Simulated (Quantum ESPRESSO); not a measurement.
# CoO (R3m) in Quantum ESPRESSO: further runs, part 2 of 2

Quantum ESPRESSO 7.5.

### 3 Relaxation of cell and atoms, PBEsol, collinear spin, ferromagnetic start, target pressure 2 GPa, at which the enthalpy is minimised

The input, pw.in:

```
&CONTROL
  calculation = 'vc-relax'
  prefix = 'pwscf'
  outdir = './tmp'
  pseudo_dir = './pseudo'
  tprnfor = .true.
  tstress = .true.
  disk_io = 'low'
  nstep = 40
  forc_conv_thr = 0.0004
  etot_conv_thr = 1d-05
/
&SYSTEM
  ibrav = 0
  nat = 2
  ntyp = 2
  ecutwfc = 64
  ecutrho = 515
  nbnd = 21
  occupations = 'smearing'
  smearing = 'fd'
  degauss = 0.00367493
  nspin = 2
  starting_magnetization(1) = 0.1176
  starting_magnetization(2) = 0
/
&ELECTRONS
  conv_thr = 4d-10
  electron_maxstep = 120
  mixing_beta = 0.3
/
&IONS
  ion_dynamics = 'bfgs'
/
&CELL
  cell_dynamics = 'bfgs'
  press = 20
  press_conv_thr = 0.3
/
ATOMIC_SPECIES
Co    58.9332 co_pbesol_v1.2.uspp.F.UPF
O     15.9990 o_pbesol_v1.2.uspp.F.UPF
CELL_PARAMETERS angstrom
   1.6022198417    0.9250420569    2.5664708903
  -1.6022198417    0.9250420569    2.5664708903
   0.0000000000   -1.8500841138    2.5664708903
ATOMIC_POSITIONS crystal
Co     0.9989783200    0.9989783200    0.9989783200
O      0.7510210300    0.7510210300    0.7510210300
K_POINTS automatic
8 8 8 0 0 0
```

Potentials or basis: GBRV 1.5 PBEsol.

Run with:

```sh
$ OMP_NUM_THREADS=1 mpirun -n 2 pw.x -nk 2 -in pw.in > pw.out
```

Wall time 3.8 min (2 MPI ranks of AMD EPYC 7R13 (Zen 3), shared host); peak memory 0.34 GiB.

The run converged. Its results:

```yaml
Free_energy: -4496.0287 eV
Relaxed_volume: 10.60 Å³/atom
Relaxed_cell: a = 3.105 Å, b = 3.105 Å, c = 3.105 Å, α = 60.06°, β = 60.06°, γ = 60.06°
Space_group_after_relaxing_to_0.05_Å: F-43m (No. 216)
Energy_change_on_relaxing_the_enthalpy_is_what_falls: -15.2 meV/atom
Ionic_steps: 6
Pressure_after_relaxing: 2.1 GPa
Band_gap_on_the_k_mesh: none (metal or under the smearing width)
Net_moment: 2.60 μB per cell
Absolute_moment: 2.61 μB per cell
Site_moments: Co +2.11; O +0.29 μB
Valence_electrons_inside_the_program's_atomic_spheres: Co 14.13; O 5.28
```

Step by step:
```tsv
step	energy change (eV)	largest force (eV/Å)	pressure (GPa)	volume (Å³)
1	0.0000	0.2312	-6.95	22.82
2	-0.0311	0.1285	-0.91	21.80
3	-0.0315	0.0179	1.52	21.30
4	-0.0305	0.0009	1.91	21.21
5	-0.0303	0.0015	1.99	21.19
6	-0.0303	0.0002	2.00	21.19
```

Final structure:
```yaml
crystal:
  lattice:
    - [1.55382, 0.89710, 2.53393]
    - [-1.55382, 0.89710, 2.53393]
    - [0.00000, -1.79420, 2.53393]
  atoms:
    - { symbol: Co, position: [0.00021, 0.00021, 0.00021] }
    - { symbol: O, position: [0.74979, 0.74979, 0.74979] }
```

Levels at points of the mesh, in eV from the Fermi level:
Spin up:
| k point | band 10 | band 11 | band 12 | band 13 | band 14 | band 15 | band 16 | band 17 |
| --- | --- | --- | --- | --- | --- | --- | --- | --- |
| (0.00, 0.00, 0.00) | -2.56 | 0.14 | 0.49 | 0.50 | 0.50 | 14.53 | 14.53 | 14.57 |
| (0.00, 0.00, -0.50) | -2.43 | -2.42 | -0.48 | -0.47 | 5.85 | 7.19 | 13.96 | 13.97 |
| (0.00, -0.50, -0.50) | -2.20 | -1.77 | -1.73 | -1.73 | 5.32 | 10.33 | 11.35 | 14.79 |
| (-0.50, -0.50, -0.50) | -2.42 | -2.42 | -0.47 | -0.47 | 5.85 | 7.20 | 13.94 | 13.94 |
Spin down:
```tsv
k point	band 8	band 9	band 10	band 11	band 12	band 13
(0.00, 0.00, 0.00)	-5.62	-0.48	-0.48	0.56	2.65	2.66
(0.00, 0.00, -0.50)	-5.35	-0.26	-0.25	-0.04	1.64	1.65
(0.00, -0.50, -0.50)	-5.03	-1.28	-0.03	0.09	0.75	0.75
(-0.50, -0.50, -0.50)	-5.37	-0.25	-0.25	-0.03	1.66	1.66
```

Caveat: a cell with one magnetic atom can't hold antiferromagnetic order, which such compounds often take; semilocal functionals often make such compounds metallic where correlation or magnetic order opens a gap, which also shifts bond lengths.

### 4 Relaxation of cell and atoms, PBEsol, collinear spin, ferromagnetic start, target pressure 5 GPa, at which the enthalpy is minimised

Changes to pw.in since step 3:

```diff
@@ -36,3 +36,3 @@
   cell_dynamics = 'bfgs'
-  press = 20
+  press = 50
   press_conv_thr = 0.3
```

Run with:

```sh
$ OMP_NUM_THREADS=1 mpirun -n 2 pw.x -nk 2 -in pw.in > pw.out
```

Wall time 5.6 min (2 MPI ranks of AMD EPYC 7R13 (Zen 3), shared host); peak memory 0.36 GiB.

The run converged. Its results:

```yaml
Free_energy: -4495.9994 eV
Relaxed_volume: 9.99 Å³/atom
Relaxed_cell: a = 3.046 Å, b = 3.046 Å, c = 3.046 Å, α = 60.03°, β = 60.03°, γ = 60.03°
Space_group_after_relaxing_to_0.05_Å: F-43m (No. 216)
Energy_change_on_relaxing_the_enthalpy_is_what_falls: -1.5 meV/atom
Ionic_steps: 9
Pressure_after_relaxing: 5.2 GPa
Band_gap_on_the_k_mesh: none (metal or under the smearing width)
Net_moment: 1.74 μB per cell
Absolute_moment: 1.76 μB per cell
Site_moments: Co +1.45; O +0.16 μB
Valence_electrons_inside_the_program's_atomic_spheres: Co 14.04; O 5.19
```

The path:
```csv
step,energy change (eV),largest force (eV/Å),pressure (GPa),volume (Å³)
1,0.0000,0.2312,-6.95,22.82
2,-0.0310,0.1310,0.95,21.46
3,-0.0232,0.0149,3.58,20.80
4,-0.0154,0.0260,4.18,20.48
5,-0.0062,0.0451,4.06,20.10
6,-0.0036,0.0149,4.82,20.01
7,-0.0029,0.0029,5.03,19.98
8,-0.0030,0.0024,5.00,19.99
9,-0.0030,0.0019,4.99,19.99
```

Final structure:
```
Co O
1.0
     1.52348    0.87958    2.48605
    -1.52348    0.87958    2.48605
     0.00000   -1.75916    2.48605
Co O
1 1
Direct
  0.00006 0.00006 0.00006
  0.74994 0.74994 0.74994
```

Levels at points of the mesh, in eV from the Fermi level:
Spin up:
```tsv
k point	band 9	band 10	band 11	band 12	band 13	band 14	band 15	band 16	band 17	band 18
(0.00, 0.00, 0.00)	-2.13	-2.13	0.38	0.99	0.99	0.99	15.15	15.15	15.18	21.30
(0.00, 0.00, -0.50)	-2.07	-1.97	-1.97	-0.05	-0.05	6.25	7.59	14.58	14.58	18.72
(0.00, -0.50, -0.50)	-3.06	-1.70	-1.35	-1.29	-1.29	5.76	10.80	12.12	15.51	15.52
(-0.50, -0.50, -0.50)	-2.07	-1.97	-1.97	-0.05	-0.05	6.25	7.60	14.57	14.57	18.72
```
Spin down:
| k point | band 8 | band 9 | band 10 | band 11 | band 12 | band 13 | band 14 | band 15 |
| --- | --- | --- | --- | --- | --- | --- | --- | --- |
| (0.00, 0.00, 0.00) | -6.26 | -0.78 | -0.78 | 0.61 | 2.52 | 2.52 | 2.52 | 15.43 |
| (0.00, 0.00, -0.50) | -5.96 | -0.54 | -0.53 | -0.33 | 1.46 | 1.46 | 6.50 | 8.03 |
| (0.00, -0.50, -0.50) | -5.58 | -1.65 | -0.29 | -0.15 | 0.50 | 0.50 | 6.47 | 11.10 |
| (-0.50, -0.50, -0.50) | -5.96 | -0.54 | -0.54 | -0.33 | 1.46 | 1.46 | 6.50 | 8.04 |

Caveat: a cell with one magnetic atom can't hold antiferromagnetic order, which such compounds often take; semilocal functionals often make such compounds metallic where correlation or magnetic order opens a gap, which also shifts bond lengths.

### 5 Relaxation of cell and atoms, PBEsol, collinear spin, ferromagnetic start, target pressure 10 GPa, at which the enthalpy is minimised

Changes to pw.in since step 4:

```diff
@@ -36,3 +36,3 @@
   cell_dynamics = 'bfgs'
-  press = 50
+  press = 100
   press_conv_thr = 0.3
```

Run with:

```sh
$ OMP_NUM_THREADS=1 mpirun -n 2 pw.x -nk 2 -in pw.in > pw.out
```

Wall time 6.2 min (2 MPI ranks of AMD EPYC 7R13 (Zen 3), shared host); peak memory 0.32 GiB.

It converged, with:

* Free energy: -4495.9769 eV
* Relaxed volume: 9.76 Å³/atom
* Relaxed cell: a = 3.022 Å, b = 3.022 Å, c = 3.022 Å, α = 60.00°, β = 60.00°, γ = 60.00°
* Space group after relaxing (to 0.05 Å): F-43m (No. 216)
* Energy change on relaxing (the enthalpy is what falls): +9.2 meV/atom
* Ionic steps: 12
* Pressure after relaxing: 10.2 GPa
* Band gap on the k mesh: none (metal or under the smearing width)
* Net moment: 1.68 μB per cell
* Absolute moment: 1.70 μB per cell
* Site moments: Co +1.40; O +0.15 μB
* Valence electrons inside the program's atomic spheres: Co 13.93; O 5.10

Step by step:
```
step  energy change (eV)  largest force (eV/Å)  pressure (GPa)  volume (Å³)
   1              0.0000                0.2312           -6.95        22.82
   2             -0.0237                0.1516            3.31        20.91
   3              0.0040                0.0323            6.86        19.80
   4              0.0654                0.0892           17.36        18.97
   5              0.0177                0.0485            9.83        19.54
   6              0.0185                0.0125           10.01        19.52
   7              0.0184                0.0026           10.00        19.52
   8              0.0185                0.0014           10.00        19.52
   9              0.0185                0.0008           10.00        19.52
  10              0.0185                0.0004           10.01        19.52
  11              0.0185                0.0001           10.01        19.52
  12              0.0185                0.0001           10.00        19.52
```

Final structure:
```xyz
2
Lattice="1.5112 0.8725 2.4677 -1.5112 0.8725 2.4677 0.0000 -1.7450 2.4677" Properties=species:S:1:pos:R:3 pbc="T T T"
Co    0.0000    0.0000    7.4031
O     0.0000    0.0000    5.5523
```

Levels at points of the mesh, in eV from the Fermi level:
Spin up:
| k point | band 10 | band 11 | band 12 | band 13 | band 14 | band 15 | band 16 | band 17 |
| --- | --- | --- | --- | --- | --- | --- | --- | --- |
| (0.00, 0.00, 0.00) | -2.18 | 0.39 | 1.04 | 1.04 | 1.04 | 15.32 | 15.32 | 15.32 |
| (0.00, 0.00, -0.50) | -2.01 | -2.01 | -0.03 | -0.03 | 6.33 | 7.67 | 14.73 | 14.73 |
| (0.00, -0.50, -0.50) | -1.74 | -1.37 | -1.31 | -1.31 | 5.83 | 10.90 | 12.34 | 15.73 |
| (-0.50, -0.50, -0.50) | -2.01 | -2.01 | -0.03 | -0.03 | 6.33 | 7.67 | 14.73 | 14.73 |
Spin down:
| k point | band 8 | band 9 | band 10 | band 11 | band 12 | band 13 | band 14 | band 15 |
| --- | --- | --- | --- | --- | --- | --- | --- | --- |
| (0.00, 0.00, 0.00) | -6.49 | -0.88 | -0.88 | 0.62 | 2.53 | 2.53 | 2.53 | 15.58 |
| (0.00, 0.00, -0.50) | -6.17 | -0.63 | -0.63 | -0.42 | 1.43 | 1.43 | 6.56 | 8.11 |
| (0.00, -0.50, -0.50) | -5.76 | -1.80 | -0.37 | -0.22 | 0.43 | 0.43 | 6.54 | 11.19 |
| (-0.50, -0.50, -0.50) | -6.17 | -0.63 | -0.63 | -0.42 | 1.43 | 1.43 | 6.56 | 8.11 |

Caveat: a cell with one magnetic atom can't hold antiferromagnetic order, which such compounds often take; semilocal functionals often make such compounds metallic where correlation or magnetic order opens a gap, which also shifts bond lengths.

### 6 The runs side by side

| cell | gap on the mesh (eV) | pressure (GPa) | moment (μB) |
| --- | --- | --- | --- |
| relaxed to 0.3 kbar | none | 0.1 | 2.77 |
| relaxed to 2 GPa | none | 2.1 | 2.60 |
| relaxed to 5 GPa | none | 5.2 | 1.74 |
| relaxed to 10 GPa | none | 10.2 | 1.68 |

Alike in all rows: task relaxation of cell and atoms; level PBEsol; potentials or basis GBRV 1.5 PBEsol; spin collinear, ferromagnetic start; k mesh 8 × 8 × 8; cutoff (eV) 871; smearing fermi-dirac 0.05 eV.

Caveats: a cell with one magnetic atom can't hold antiferromagnetic order, which such compounds often take; semilocal functionals often make such compounds metallic where correlation or magnetic order opens a gap, which also shifts bond lengths.

Absolute energies hang on the potentials; compare differences alone.
